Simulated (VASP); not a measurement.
# BaO (Fm-3m) in VASP: further runs

Runs on BaO. Level: PBEsol. Tasks: single point, relaxation of cell and atoms.

All numbers are computed with VASP 6.6.1; they aren't measurements. Logs are shortened: lines on timing, memory, paths and dates and some standing lists are left out, and cuts for length are marked.

## 1. Starting point

Symmetry: Fm-3m, No. 225, cubic system. Conventional cell: a = 5.581 Å, b = 5.581 Å, c = 5.581 Å, α = 90.00°, β = 90.00°, γ = 90.00°. Ba (site symmetry m-3m) is surrounded by 6 O at 2.79 Å. O (site symmetry m-3m) is surrounded by 6 Ba at 2.79 Å.

The cell is a database's computed one.

## 2. Single point, PBEsol

INCAR

```
PREC = Accurate
ENCUT = 520
EDIFF = 1E-6
ISMEAR = 0
SIGMA = 0.02
LREAL = False
LASPH = True
NELM = 100
ALGO = Normal
ISIF = 2
LWAVE = False
LCHARG = True
GGA = PS
LELF = True
LVHAR = True
```

KPOINTS

```
Automatic mesh
0
Gamma
  8 8 8
```

POSCAR

```
BaO
1.0
    0.0000000000      2.7903917100      2.7903917100
    2.7903917100      0.0000000000      2.7903917100
    2.7903917100      2.7903917100      0.0000000000
Ba O
1 1
Direct
    0.0000000000      0.0000000000      0.0000000000
    0.5000000000      0.5000000000      0.5000000000
```

Potentials or basis: VASP PAW PBE potentials, release 64 (Ba_sv, O).

Command:

```bash
$ cat potpaw_PBE.64/Ba_sv/POTCAR potpaw_PBE.64/O/POTCAR > POTCAR
$ mpirun -np 1 vasp_std > vasp.out
```

OUTCAR:

```text
PREC = Accurate
   ENCUT = 520
   EDIFF = 1E-6
   ISMEAR = 0
   LREAL = False
   LASPH = True
   NELM = 100
   ISIF = 2
   GGA = PS

 ion  position               nearest neighbor table
   1  0.000  0.000  0.000-   2 2.79   2 2.79   2 2.79   2 2.79   2 2.79   2 2.79
   2  0.500  0.500  0.500-   1 2.79   1 2.79   1 2.79   1 2.79   1 2.79   1 2.79

  LATTYP: Found a face centered cubic cell.
 ALAT       =     5.5807834200

  Lattice vectors:

 A1 = (   0.0000000000,   2.7903917100,   2.7903917100)
 A2 = (   2.7903917100,   0.0000000000,   2.7903917100)
 A3 = (   2.7903917100,   2.7903917100,   0.0000000000)

Analysis of symmetry for initial positions (statically):
=====================================================================
 Subroutine PRICEL returns:
 Original cell was already a primitive cell.

 Routine SETGRP: Setting up the symmetry group for a
 face centered cubic supercell.

 Subroutine GETGRP returns: Found 48 space group operations
 (whereof 48 operations were pure point group operations)
 out of a pool of 48 trial point group operations.

The static configuration has the point symmetry O_h .

Analysis of symmetry for dynamics (positions and initial velocities):
=====================================================================
 Subroutine PRICEL returns:
 Original cell was already a primitive cell.

 Routine SETGRP: Setting up the symmetry group for a
 face centered cubic supercell.

 Subroutine GETGRP returns: Found 48 space group operations
 (whereof 48 operations were pure point group operations)
 out of a pool of 48 trial point group operations.

The dynamic configuration has the point symmetry O_h .

 Subroutine INISYM returns: Found 48 space group operations
 (whereof 48 operations are pure point group operations),
 and found     1 'primitive' translations

----------------------------------------------------------------------------------------

                                     Primitive cell

  volume of cell :      43.4536

  direct lattice vectors                    reciprocal lattice vectors
     0.000000000  2.790391710  2.790391710    -0.179186312  0.179186312  0.179186312
     2.790391710  0.000000000  2.790391710     0.179186312 -0.179186312  0.179186312
     2.790391710  2.790391710  0.000000000     0.179186312  0.179186312 -0.179186312

  length of vectors
     3.946209801  3.946209801  3.946209801     0.310359797  0.310359797  0.310359797

  position of ions in fractional coordinates (direct lattice)
     0.000000000  0.000000000  0.000000000
     0.500000000  0.500000000  0.500000000

  ion indices of the primitive-cell ions
   primitive index   ion index
                 1           1
                 2           2

----------------------------------------------------------------------------------------

 KPOINTS: Automatic mesh

Automatic generation of k-mesh.
 Grid dimensions read from file:
 generate k-points for:    8    8    8

 Generating k-lattice:

  Cartesian coordinates                     Fractional coordinates (reciprocal lattice)
    -0.022398289  0.022398289  0.022398289     0.125000000  0.000000000  0.000000000
     0.022398289 -0.022398289  0.022398289     0.000000000  0.125000000  0.000000000
     0.022398289  0.022398289 -0.022398289     0.000000000  0.000000000  0.125000000

  Length of vectors
     0.038794975  0.038794975  0.038794975

  Shift w.r.t. Gamma in fractional coordinates (k-lattice)
     0.000000000  0.000000000  0.000000000

 Subroutine IBZKPT returns following result:
 ===========================================

 Found     29 irreducible k-points:

 Following reciprocal coordinates:
            Coordinates               Weight
  0.000000  0.000000  0.000000      1.000000
  0.125000  0.000000  0.000000      8.000000
  0.250000  0.000000  0.000000      8.000000
  0.375000  0.000000  0.000000      8.000000
  0.500000  0.000000  0.000000      4.000000
  0.125000  0.125000  0.000000      6.000000
[... 16 lines left out ...]
  0.500000  0.250000  0.125000     48.000000
 -0.375000  0.250000  0.125000     24.000000
 [... further k-points ...]
   k-points           NKPTS =     29   k-points in BZ     NKDIM =     29   number of bands    NBANDS=     12
   number of dos      NEDOS =    301   number of ions     NIONS =      2
   total plane-waves  NPLWV =  27000
   dimension x,y,z NGX =    30 NGY =   30 NGZ =   30
   dimension x,y,z NGXF=    60 NGYF=   60 NGZF=   60
   ions per type =               1   1
   NGX,Y,Z   is equivalent  to a cutoff of  12.64, 12.64, 12.64 a.u.
   NGXF,Y,Z  is equivalent  to a cutoff of  25.28, 25.28, 25.28 a.u.
 SYSTEM =  unknown system
   PREC   = accura    normal or accurate (medium, high low for compatibility)
   ISTART =      0    job   : 0-new  1-cont  2-samecut
   ICHARG =      2    charge: 1-file 2-atom 10-const
   ISPIN  =      1    spin polarized calculation?
   LNONCOLLINEAR =      F non collinear calculations
   LSORBIT =      F    spin-orbit coupling
   LASPH  =      T    aspherical Exc in radial PAW
   ENCUT  =  520.0 eV  38.22 Ry    6.18 a.u.   7.34  7.34  7.34*2*pi/ulx,y,z
   NELM   =    100;   NELMIN=  2; NELMDL= -5     # of ELM steps
   EDIFF  = 0.1E-05   stopping-criterion for ELM
   LREAL  =      F    real-space projection
   EDIFFG = 0.1E-04   stopping-criterion for IOM
   NSW    =      0    number of steps for IOM
   IBRION =     -1    ionic relax: 0-MD 1-quasi-New 2-CG
   NFREE  =      0    steps in history (QN), initial steepest desc. (CG)
   ISIF   =      2    stress and relaxation
   ISYM   =      2    0-nonsym 1-usesym 2-fastsym
   POTIM  = 0.5000    time-step for ionic-motion
   TEBEG  =    0.0;   TEEND  =   0.0 temperature during run
   PSTRESS=    0.0 pullay stress
   NELECT =      16.0000    total number of electrons
   NUPDOWN=      -1.0000    fix difference up-down
   EMIN   =  10.00;   EMAX   =-10.00  energy-range for DOS
   EFERMI =   0.00;   METHOD = LEGACY
   ISMEAR =     0;   SIGMA  =   0.02  broadening in eV -4-tet -1-fermi 0-gaus
   EFERMI_NEDOS =   21; number of points for ismear=-14 and -15
   IALGO  =     38    algorithm
   IMIX   =      4    mixing-type and parameters
     AMIX     =   0.40;   BMIX     =  1.00
     AMIX_MAG =   1.60;   BMIX_MAG =  1.00
  volume/ion in A,a.u.               =      21.73       146.62
  Fermi-wavevector in a.u.,A,eV,Ry     =   1.173383  2.217372 18.732866  1.376827
  Thomas-Fermi vector in A             =   2.309797
   LORBIT       =      0    0 simple, 1 ext, 2 COOP (PROOUT), +10 PAW based schemes
   GGA     = PS    functional components
   LHFCALC =     F    Hartree Fock is set to
   AEXX    =    0.0000 exact exchange contribution
   IVDW    =     0    specifies the selected vdW correction
   LEPSILON=     F    determine dielectric tensor
   LRPA    =     F    only Hartree local field effects (RPA)
 non-spin polarized calculation
 Gauss-broadening in eV      SIGMA  =   0.02
  energy-cutoff  :      520.00
  volume of cell :       43.45
 maximum number of plane-waves:      1211
 NGX is ok and might be reduce to    30
   NGX = 15   NGY = 15   NGZ = 15

 number of electron      16.0000001 magnetization

 Free energy of the ion-electron system (eV)
  ---------------------------------------------------
  ext. energy  EPLUGINS =         0.00000000
  ---------------------------------------------------
  free energy    TOTEN  =       -12.39384276 eV

  energy without entropy =      -12.39384276  energy(sigma->0) =      -12.39384276

 E-fermi :   1.6728     XC(G=0):  -9.7501

 val. band max:        1.5475487930   @ k =   0.5000   0.5000   0.0000
 cond. band min:       3.4954496593   @ k =   0.5000   0.5000   0.0000
 fundamental gap:      1.9479008662
 Fermi energy:         1.6728064879

 k-point     1 :       0.0000    0.0000    0.0000
  band No.  band energies     occupation
      1     -24.2897      2.00000
      2     -13.3114      2.00000
      3      -8.8220      2.00000
      4      -8.8220      2.00000
      5      -8.8220      2.00000
      6       1.2544      2.00000
      7       1.2544      2.00000
      8       1.2544      2.00000
      9       4.8254      0.00000
     10       6.1984      0.00000
     11       6.1984      0.00000
     12       6.1984      0.00000

 k-point     2 :       0.1250    0.0000    0.0000
  band No.  band energies     occupation
      1     -24.2562      2.00000
      2     -13.4116      2.00000
      3      -8.8576      2.00000
      4      -8.8399      2.00000
      5      -8.8399      2.00000
      6       0.9079      2.00000
      7       1.0596      2.00000
      8       1.0596      2.00000
      9       5.4717      0.00000
     10       6.0634      0.00000
     11       6.4839      0.00000
     12       6.4839      0.00000

 k-point     3 :       0.2500    0.0000    0.0000
  band No.  band energies     occupation
      1     -24.1735      2.00000
      2     -13.6543      2.00000
      3      -8.9375      2.00000
      4      -8.8821      2.00000
      5      -8.8821      2.00000
      6       0.2735      2.00000
      7       0.6440      2.00000
      8       0.6440      2.00000
      9       5.9406      0.00000
     10       7.0578      0.00000
     11       7.2556      0.00000
     12       7.2556      0.00000
[... 286 lines left out ...]
 k-point    23 :       0.5000    0.2500    0.1250
  band No.  band energies     occupation
      1     -24.0465      2.00000
      2     -13.7930      2.00000
      3      -9.4018      2.00000
      4      -9.2796      2.00000
      5      -8.9394      2.00000
      6       0.1544      2.00000
      7       0.4303      2.00000
      8       1.0256      2.00000
      9       5.6184      0.00000
     10       7.3955      0.00000
     11       8.7843      0.00000
     12       8.9604      0.00000

 k-point    24 :      -0.3750    0.2500    0.1250
  band No.  band energies     occupation
      1     -24.0180      2.00000
      2     -13.8375      2.00000
      3      -9.4218      2.00000
      4      -9.4198      2.00000
      5      -8.9318      2.00000
      6       0.0624      2.00000
      7       0.6567      2.00000
      8       0.7306      2.00000
      9       6.3153      0.00000
     10       6.9108      0.00000
     11       9.2365      0.00000
     12       9.3282      0.00000

 [... further k-points ...]

------------------------ aborting loop because EDIFF is reached ----------------------------------------

  FORCE on cell =-STRESS in cart. coord.  units (eV):
  Direction    XX          YY          ZZ          XY          YZ          ZX
  --------------------------------------------------------------------------------------
  -------------------------------------------------------------------------------------
  Total       -0.5014948     -0.5014948     -0.5014948      0.0000000     -0.0000000      0.0000000
  in kB      -18.4906210    -18.4906210    -18.4906210      0.0000000     -0.0000000      0.0000000
  external PRESSURE =     -18.4906210 kB  Pullay stress =       0.0000000 kB

 VOLUME and BASIS-vectors are now :
 -----------------------------------------------------------------------------
  energy-cutoff  :      520.00
  volume of cell :       43.45
      direct lattice vectors                 reciprocal lattice vectors
     0.000000000  2.790391710  2.790391710    -0.179186312  0.179186312  0.179186312
     2.790391710  0.000000000  2.790391710     0.179186312 -0.179186312  0.179186312
     2.790391710  2.790391710  0.000000000     0.179186312  0.179186312 -0.179186312

 POSITION                                       TOTAL-FORCE (eV/Angst)
 -----------------------------------------------------------------------------------
      0.00000      0.00000      0.00000         0.000000     -0.000000     -0.000000
      2.79039      2.79039      2.79039        -0.000000      0.000000      0.000000
 -----------------------------------------------------------------------------------
    total drift:                                0.000000      0.000000      0.000000

  FREE ENERGIE OF THE ION-ELECTRON SYSTEM (eV)
  ---------------------------------------------------
  free  energy   TOTEN  =       -12.3938427619 eV

  energy  without entropy=      -12.3938427619  energy(sigma->0) =      -12.39384276
```

Wall time 12 s (1 thread of Intel Xeon Platinum 8559C (Emerald Rapids), shared host); peak memory 0.17 GiB.

Results:

```yaml
Free_energy: -12.3938 eV
Pressure: -1.8 GPa
Band_gap_on_the_k_mesh: 1.95 eV, direct
```

Caveat: the PAW data sets were made with another functional, which shifts forces and pressure a little; spin-orbit coupling is left out, which moves the levels of the heavy elements. A k mesh can miss the band edges.

## 3. Relaxation of cell and atoms, PBEsol

INCAR

```
SYSTEM = BaO
ALGO = Normal ; EDIFF = 1E-7
EDIFFG = -0.005 ; ENCUT = 580
GGA = PS ; IBRION = 2
ISIF = 3 ; ISMEAR = 0
LASPH = .True. ; LCHARG = .False.
LREAL = .False. ; LWAVE = .False.
NELM = 100 ; NSW = 90
PREC = Accurate ; SIGMA = 0.02
```

KPOINTS

```
k-points
0
Gamma
  8 8 8
  0 0 0
```

POSCAR is that of step 2.

Potentials or basis: VASP PAW PBE potentials, release 64 (Ba_sv, O).

Command:

```bash
$ cat potpaw_PBE.64/Ba_sv/POTCAR potpaw_PBE.64/O/POTCAR > POTCAR
$ mpirun -np 1 vasp_std > vasp.out
```

OUTCAR:

```text
SYSTEM = BaO
   EDIFF = 1E-7
   EDIFFG = -0.005
   ENCUT = 580
   GGA = PS
   IBRION = 2
   ISIF = 3
   ISMEAR = 0
   LASPH = .True.
   LREAL = .False.
   NELM = 100
   NSW = 90
   PREC = Accurate

 ion  position               nearest neighbor table
   1  0.000  0.000  0.000-   2 2.79   2 2.79   2 2.79   2 2.79   2 2.79   2 2.79
   2  0.500  0.500  0.500-   1 2.79   1 2.79   1 2.79   1 2.79   1 2.79   1 2.79

  LATTYP: Found a face centered cubic cell.
 ALAT       =     5.5807834200

  Lattice vectors:

 A1 = (   0.0000000000,   2.7903917100,   2.7903917100)
 A2 = (   2.7903917100,   0.0000000000,   2.7903917100)
 A3 = (   2.7903917100,   2.7903917100,   0.0000000000)

Analysis of symmetry for initial positions (statically):
=====================================================================
[... 270 lines left out ...]
      5      -8.5922      2.00000
      6       1.3679      2.00000
      7       1.3679      2.00000
      8       1.3679      2.00000
      9       5.1130      0.00000
     10       6.3628      0.00000
     11       6.3628      0.00000
     12       6.3628      0.00000
[... 331 lines left out ...]
 k-point    24 :      -0.3750    0.2500    0.1250
  band No.  band energies     occupation
      1     -23.8056      2.00000
      2     -13.7910      2.00000
      3      -9.2397      2.00000
      4      -9.2383      2.00000
      5      -8.7051      2.00000
      6       0.1419      2.00000
      7       0.7724      2.00000
      8       0.8422      2.00000
      9       6.5093      0.00000
     10       7.1159      0.00000
     11       9.5652      0.00000
     12       9.5998      0.00000

 [... further k-points ...]

------------------------ aborting loop because EDIFF is reached ----------------------------------------

  FORCE on cell =-STRESS in cart. coord.  units (eV):
  Direction    XX          YY          ZZ          XY          YZ          ZX
  --------------------------------------------------------------------------------------
  -------------------------------------------------------------------------------------
  Total        0.0001871      0.0001871      0.0001871      0.0000000     -0.0000000      0.0000000
  in kB        0.0070810      0.0070810      0.0070810      0.0000000     -0.0000000      0.0000000
  external PRESSURE =       0.0070810 kB  Pullay stress =       0.0000000 kB
[... 17 lines left out ...]
  FREE ENERGIE OF THE ION-ELECTRON SYSTEM (eV)
  ---------------------------------------------------
  free  energy   TOTEN  =       -12.4015699476 eV

  energy  without entropy=      -12.4015699476  energy(sigma->0) =      -12.40156995

 reached required accuracy - stopping structural energy minimisation
```

OSZICAR:

```text
N       E                     dE             d eps       ncg     rms          rms(c)
DAV:   1     0.927225056028E+02    0.92723E+02   -0.84851E+03   696   0.134E+03
DAV:   2    -0.955123417938E+01   -0.10227E+03   -0.93122E+02  1012   0.235E+02
DAV:   3    -0.146645478021E+02   -0.51133E+01   -0.50696E+01   884   0.558E+01
DAV:   4    -0.147447191799E+02   -0.80171E-01   -0.80147E-01   876   0.717E+00
[... 29 lines left out ...]
DAV:   6    -0.124015680072E+02   -0.23132E-04   -0.42391E-05   824   0.596E-02    0.122E-02
DAV:   7    -0.124015689510E+02   -0.94374E-06   -0.48810E-06   804   0.192E-02    0.531E-03
DAV:   8    -0.124015697431E+02   -0.79215E-06   -0.26628E-07   740   0.512E-03    0.948E-04
DAV:   9    -0.124015699277E+02   -0.18455E-06   -0.35934E-08   376   0.153E-03    0.120E-04
DAV:  10    -0.124015699476E+02   -0.19968E-07   -0.47951E-09   372   0.607E-04
   3 F= -.12401570E+02 E0= -.12401570E+02  d E =-.678503E-02
```

It took 26 s on 1 thread of Intel Xeon Platinum 8559C (Emerald Rapids), shared host; peak memory 0.18 GiB.

Results:

| Item | Value |
| --- | --- |
| Free energy | -12.4016 eV |
| Relaxed volume | 21.16 Å³/atom |
| Relaxed cell | a = 3.912 Å, b = 3.912 Å, c = 3.912 Å, α = 60.00°, β = 60.00°, γ = 60.00° |
| Space group after relaxing (to 0.05 Å) | Fm-3m (No. 225) |
| Energy gained by relaxing | 3.4 meV/atom |
| Ionic steps | 3 |
| Pressure after relaxing | 0.0 GPa |
| Band gap on the k mesh | 1.86 eV, direct |

The path:
```tsv
step	energy change (eV)	largest force (eV/Å)	pressure (GPa)	volume (Å³)
1	0.0000	0.0000	-1.88	43.45
2	-0.0056	0.0000	0.86	41.87
3	-0.0068	0.0000	0.00	42.33
```

Final structure:
```
Ba O
1.0
     0.00000    2.76608    2.76608
     2.76608    0.00000    2.76608
     2.76608    2.76608    0.00000
Ba O
1 1
Direct
  0.00000 0.00000 0.00000
  0.50000 0.50000 0.50000
```

Caveat: the PAW data sets were made with another functional, which shifts forces and pressure a little; spin-orbit coupling is left out, which moves the levels of the heavy elements. A k mesh can miss the band edges.
